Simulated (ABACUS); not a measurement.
Runs of ABACUS 3.10.1 on Cr. The typed cell holds 1 atom: a = 2.564 Å, b = 2.575 Å, c = 2.614 Å, α = 60.73°, β = 61.16°, γ = 60.86°. This isn't the form of Cr at room conditions, which is bcc.

```csv
level,U,SCF threshold on the density,max SCF steps,mixing share,symmetry key,threshold to restart the mixing,gap on the mesh (eV),pressure (GPa),moment (μB)
r2SCAN+U,Cr d U = 2 eV,1e-06,120,0.2,-1,0.0005,none,70.1,3.99
r2SCAN,-,1e-07,100,0.4,1,-,none,-9.5,(a)
r2SCAN+U,Cr d U = 4 eV,1e-06,120,0.2,-1,0.0005,none,80.5,4.25
r2SCAN+U,Cr d U = 8 eV,1e-06,120,0.2,-1,0.0005,none,91.1,4.64
r2SCAN+U,Cr d U = 6 eV,1e-06,120,0.2,-1,0.0005,none,90.9,4.62
```

Alike in all rows: task single point; potentials or basis SG15 ONCV 1.2 PBE, DZP LCAO (the cutoffs set its grid); spin collinear, ferromagnetic start; cell as given; k mesh 6 × 6 × 6; cutoff (eV) 1361; smearing fermi-dirac 0.05 eV; the mesh is coarse, so values aren't converged.

**Question.** Fill in the values left out.

**Answer.** (a) 1.13.

Caveats: all runs use coarse meshes; the atomic orbitals were generated for these runs and aren't a published set; the potentials were made for another functional, which shifts forces and pressure; the basis of atomic orbitals isn't converged, which shifts pressures, moduli and gaps; a pressure of tens of GPa on the cell as given is suspect, and the run, the potentials or the cell itself is likely at fault (some runs); the U is typed as a test and isn't derived for this compound (some runs).

A gap of «none» marks a metal or a gap under the smearing width.
